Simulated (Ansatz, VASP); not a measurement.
# Cu: VASP beside Ansatz

```
Cu
1.0
     0.00000    1.75978    1.75978
     1.75978    0.00000    1.75978
     1.75978    1.75978    0.00000
Cu
1
Direct
  0.00000 0.00000 0.00000
```

Alike in both runs: task relaxation of cell and atoms; functional LDA; k mesh 18 × 18 × 18; occupations gaussian, width 0.1 eV; no spin polarisation.

```csv
,VASP,Ansatz
version,VASP 6.6.1,Ansatz 0.2.0
potentials or method,"VASP PAW LDA potentials, release 64 (Cu)","scalar-relativistic, plane waves, PAW"
plane-wave cutoff (eV),600,600
valence electrons in the cell,11,19
```

|  | VASP | Ansatz | Ansatz less VASP |
| --- | --- | --- | --- |
| gap on the k mesh at the Fermi level, each at its own relaxed structure (eV) | none | none | - |
| relaxed volume (Å³/atom) | 10.95 | 10.89 | -0.056 |
| relaxed cell length with the largest relative difference (Å) | 2.492 | 2.488 | -0.0043 |

A gap of «none» marks a metal or a gap that the smearing closes. The two sets of potentials don't hold the same shells in valence. Ansatz warned: «pseudo_functional_mismatch».
